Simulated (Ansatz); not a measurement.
# Ga2O3: the cost of one run

Program: Ansatz 0.2.0. Level of theory: DFT PBE, scalar-relativistic, plane waves, PAW. These are calculated values, not measurements.

## (1) The structure to begin with

Symmetry: C2/m, No. 12, monoclinic system. The conventional cell has a = 12.214 Å, b = 3.037 Å, c = 5.798 Å, α = 90.00°, β = 103.83°, γ = 90.00°. Around Ga (site symmetry m) lie 4 O at 1.83 to 1.86 Å. Ga (site symmetry m) is surrounded by 6 O at 1.94 to 2.07 Å. Around O (site symmetry m) lie 3 Ga at 1.83 to 1.94 Å. Around O (site symmetry m) lie 4 Ga at 1.86 to 2.07 Å.

As a file:

```
CELL_PARAMETERS angstrom
0.00000 -6.07420 0.00000
4.72101 1.51855 5.63001
-7.49299 1.51855 5.63001
ATOMIC_POSITIONS crystal
Ga 0.19865 0.48780 0.30680
Ga 0.44865 0.98780 0.80680
Ga 0.69865 0.48780 0.30680
Ga 0.94865 0.98780 0.80680
Ga 0.05135 0.01220 0.19320
Ga 0.30135 0.51220 0.69320
Ga 0.55135 0.01220 0.19320
Ga 0.80135 0.51220 0.69320
Ga 0.07851 0.81567 0.49835
Ga 0.32850 0.31567 0.99835
Ga 0.57851 0.81567 0.49835
Ga 0.82851 0.31567 0.99835
Ga 0.17150 0.68433 0.00165
Ga 0.42150 0.18433 0.50165
Ga 0.67149 0.68433 0.00165
Ga 0.92149 0.18433 0.50165
O 0.02745 0.21940 0.89040
O 0.52745 0.21940 0.89040
O 0.27745 0.71940 0.39040
O 0.77745 0.71940 0.39040
O 0.22255 0.28060 0.60960
O 0.72255 0.28060 0.60960
O 0.47255 0.78060 0.10960
O 0.97255 0.78060 0.10960
O 0.14080 0.45490 0.10830
O 0.39080 0.95490 0.60830
O 0.64080 0.45490 0.10830
O 0.89080 0.95490 0.60830
O 0.10920 0.04510 0.39170
O 0.35920 0.54510 0.89170
O 0.60920 0.04510 0.39170
O 0.85920 0.54510 0.89170
O 0.06415 0.62420 0.63240
O 0.56415 0.62420 0.63240
O 0.31415 0.12420 0.13240
O 0.81415 0.12420 0.13240
O 0.18585 0.87580 0.86760
O 0.68585 0.87580 0.86760
O 0.43585 0.37580 0.36760
O 0.93585 0.37580 0.36760
```

The runs take a perfect supercell of 40 atoms; the defect goes to fractional position (0.027, 0.219, 0.890).

## (2) The perfect supercell

The input, input.yaml:

```yaml
crystal:
  lattice:
    - [0.0, -6.0742, -1.0e-06]
    - [4.721011, 1.51855, 5.630009]
    - [-7.492989, 1.51855, 5.630009]
  atoms:
    - { symbol: Ga, position: [0.19865, 0.4878, 0.3068] }
    - { symbol: Ga, position: [0.44865, 0.9878, 0.8068] }
    - { symbol: Ga, position: [0.69865, 0.4878, 0.3068] }
    - { symbol: Ga, position: [0.94865, 0.9878, 0.8068] }
    - { symbol: Ga, position: [0.05135, 0.0122, 0.1932] }
    - { symbol: Ga, position: [0.30135, 0.5122, 0.6932] }
    - { symbol: Ga, position: [0.55135, 0.0122, 0.1932] }
    - { symbol: Ga, position: [0.80135, 0.5122, 0.6932] }
    - { symbol: Ga, position: [0.078505, 0.81567, 0.49835] }
    - { symbol: Ga, position: [0.328505, 0.31567, 0.99835] }
    - { symbol: Ga, position: [0.578505, 0.81567, 0.49835] }
    - { symbol: Ga, position: [0.828505, 0.31567, 0.99835] }
    - { symbol: Ga, position: [0.171495, 0.68433, 0.00165] }
    - { symbol: Ga, position: [0.421495, 0.18433, 0.50165] }
    - { symbol: Ga, position: [0.671495, 0.68433, 0.00165] }
    - { symbol: Ga, position: [0.921495, 0.18433, 0.50165] }
    - { symbol: O, position: [0.02745, 0.2194, 0.8904] }
    - { symbol: O, position: [0.52745, 0.2194, 0.8904] }
    - { symbol: O, position: [0.27745, 0.7194, 0.3904] }
    - { symbol: O, position: [0.77745, 0.7194, 0.3904] }
    - { symbol: O, position: [0.22255, 0.2806, 0.6096] }
    - { symbol: O, position: [0.72255, 0.2806, 0.6096] }
    - { symbol: O, position: [0.47255, 0.7806, 0.1096] }
    - { symbol: O, position: [0.97255, 0.7806, 0.1096] }
    - { symbol: O, position: [0.1408, 0.4549, 0.1083] }
    - { symbol: O, position: [0.3908, 0.9549, 0.6083] }
    - { symbol: O, position: [0.6408, 0.4549, 0.1083] }
    - { symbol: O, position: [0.8908, 0.9549, 0.6083] }
    - { symbol: O, position: [0.1092, 0.0451, 0.3917] }
    - { symbol: O, position: [0.3592, 0.5451, 0.8917] }
    - { symbol: O, position: [0.6092, 0.0451, 0.3917] }
    - { symbol: O, position: [0.8592, 0.5451, 0.8917] }
    - { symbol: O, position: [0.06415, 0.6242, 0.6324] }
    - { symbol: O, position: [0.56415, 0.6242, 0.6324] }
    - { symbol: O, position: [0.31415, 0.1242, 0.1324] }
    - { symbol: O, position: [0.81415, 0.1242, 0.1324] }
    - { symbol: O, position: [0.18585, 0.8758, 0.8676] }
    - { symbol: O, position: [0.68585, 0.8758, 0.8676] }
    - { symbol: O, position: [0.43585, 0.3758, 0.3676] }
    - { symbol: O, position: [0.93585, 0.3758, 0.3676] }
basis:
  ecutwfc: 420
  fft_grid_basis: typed
kpoints:
  mp_grid: { grid: [2, 2, 1] }
hamiltonian:
  xc: pbe
  pseudopotentials: { kind: paw }
scf:
  occupations: { method: gaussian, width: 0.05 }
output:
  forces: true
  stress: false
  eigenvalues: true
  bader: false
  write_density: true
  volumetric_format: npy
```

Started as:

```sh
$ ansatz run input.yaml --threads 4 --pin off --max-ram 10240MiB --backend cpu --events-out ev --progress --plain --runs-dir out
```

**Question.** How long does this run take on 4 threads of AMD EPYC 9R45 (Zen 5), shared host, and how much memory does it need?

About 1.9 s, with a peak of 1.8 GiB.
